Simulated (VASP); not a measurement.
Here is a VASP 6.6.1 calculation.

The input INCAR:

```
SYSTEM = AlP
PREC = Accurate
ENCUT = 520
EDIFF = 1E-7
ISMEAR = 0
SIGMA = 0.03
LREAL = .False.
LASPH = .True.
NELM = 80
ALGO = Normal
ISIF = 2
LWAVE = .False.
LCHARG = .False.
LDIPOL = .True.
IDIPOL = 3
DIPOL = 0.5 0.5 0.500
GGA = PS
LVHAR = .True.
LVACPOTAV = .True.
ICORELEVEL = 1
KPAR = 4
```

The input KPOINTS:

```
regular mesh
0
Gamma
  7 5 1
  0 0 0
```

The input POSCAR:

```
AlP
1.0
    3.8688682900      0.0000000000      0.0000000000
    0.0000000000      5.4714060000      0.0000000000
    0.0000000000      0.0000000000     26.6066048600
Al P
7 7
Direct
    0.5000000000      0.5000000000      0.2818848900
    0.0000000000      0.0000000000      0.3545899300
    0.5000000000      0.5000000000      0.4272949600
    0.0000000000      0.0000000000      0.5000000000
    0.5000000000      0.5000000000      0.5727050400
    0.0000000000      0.0000000000      0.6454100700
    0.5000000000      0.5000000000      0.7181151100
    0.0000000000      0.7500000000      0.2818848900
    0.5000000000      0.2500000000      0.3545899300
    0.0000000000      0.7500000000      0.4272949600
    0.5000000000      0.2500000000      0.5000000000
    0.0000000000      0.7500000000      0.5727050400
    0.5000000000      0.2500000000      0.6454100700
    0.0000000000      0.7500000000      0.7181151100
```

Potentials or basis: VASP PAW PBE potentials, release 64 (Al, P).

Command:

```sh
$ cat potpaw_PBE.64/Al/POTCAR potpaw_PBE.64/P/POTCAR > POTCAR
$ mpirun -np 4 vasp_std > vasp.out
```

Question: Estimate the band gap on the k mesh.

Answer: 0.96 eV, indirect (least direct gap 0.98 eV).

Question: What does it give for the largest force?

Answer: 2.032 eV/Å.

Question: What does it give for the ionisation potential of the upper face?

Answer: 4.91 eV.

Core levels (eV, on the scale of the bands):
| atom | levels |
| --- | --- |
| 1 Al | 1s -1506.2, 2s -103.3, 2p -64.8 |
| 2 Al | 1s -1505.4, 2s -102.6, 2p -64.1 |
| 3 Al | 1s -1505.5, 2s -102.7, 2p -64.2 |
| 4 Al | 1s -1505.3, 2s -102.6, 2p -64.1 |
| 5 Al | 1s -1505.5, 2s -102.7, 2p -64.2 |
| 6 Al | 1s -1505.4, 2s -102.6, 2p -64.1 |

Caveat: the PAW data sets were made with another functional, which shifts forces and pressure a little. PBEsol gaps usually lie below the measured ones, often by a third to a half.
